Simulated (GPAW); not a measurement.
Runs of GPAW 26.7.0 on SiC. The structure is hexagonal, space group P6_3mc (No. 186). Conventional cell: a = 3.076 Å, b = 3.076 Å, c = 10.071 Å, α = 90.00°, β = 90.00°, γ = 120.00°. Si (site symmetry 3m) has 4 C at 1.88 to 1.89 Å as nearest neighbours. Si (site symmetry 3m) has 4 C at 1.88 to 1.89 Å as nearest neighbours. C (site symmetry 3m) is surrounded by 4 Si at 1.88 to 1.89 Å. C (site symmetry 3m) is surrounded by 4 Si at 1.88 to 1.89 Å. The cell is a database's computed one.

| task | level | potentials or basis | k mesh | band path | band points | eigensolver | data set | k mesh for the Wannier functions | mesh quality | gap on the mesh (eV) | pressure (GPa) | V0 of scaled cells (Å³/atom) | B0 (GPa) | largest force (eV/Å) |
| --- | --- | --- | --- | --- | --- | --- | --- | --- | --- | --- | --- | --- | --- | --- |
| band structure | mBEEF | GPAW PAW data sets (gpaw-data 1.2.1), pw | 6 × 6 × 2 | GMKGALHA,LM,KH | 100 | - | - | - | coarse | 2.69 | 0.3 | - | - | 0.01 |
| band structure | WC | PAW data sets generated in the run's folder for this functional, pw | 6 × 6 × 2 | GMKGALHA,LM,KH | 100 | - | - | - | coarse | (b) | 1.6 | - | - | - |
| band structure | revTPSS | GPAW PAW data sets (gpaw-data 1.2.1), pw | 6 × 6 × 2 | GMKGALHA,LM,KH | 100 | davidson | - | - | coarse | (a) | 2.2 | - | - | - |
| band structure | r2SCAN | GPAW PAW data sets (gpaw-data 1.2.1), pw | 6 × 6 × 2 | GMKGALHA,LM,KH | 60 | - | - | - | coarse | 2.63 | 1.6 | - | - | 0.01 |
| equation of state | LDA | JTH PAW 2.0, LDA, pw | 6 × 6 × 2 | - | - | - | C jth, Si jth | - | coarse | - | - | 10.13 | 229 | - |
| band structure | M06-L | GPAW PAW data sets (gpaw-data 1.2.1), pw | 6 × 6 × 2 | GMKGALHA,LM,KH | 100 | - | - | - | coarse | 2.33 | -2.8 | - | - | 0.03 |
| wannier90 | LDA | the program's PAW data sets (release 1.2.1) made for this functional, pw | 10 × 10 × 3 | GMKGALHA,LM,KH | - | - | - | 5 × 5 × 3 | not flagged | 2.18 | -2.7 | - | - | 0.01 |
| equation of state | PBE | PAW data sets generated in the run's folder for this functional, pw | 6 × 6 × 2 | - | - | - | - | - | coarse | - | - | 10.57 | (c) | - |

Alike in all rows: no spin polarisation; cell as given; cutoff (eV) 800; smearing fermi-dirac 0.05 eV.

Q: Estimate the missing entries.

A: (a) 2.10; (b) 2.14; (c) 213.

Caveats: some runs use coarse meshes; the PAW data sets were made with another functional, which shifts forces and pressure a little (some runs); the cell was scaled at fixed shape and fractional positions, which overstates the stiffness of a crystal with free parameters, most of all of layers and chains (some runs); the program truncates these outside data sets (some runs).

A k mesh can miss the band edges.

Not every run made on this cell is shown here.
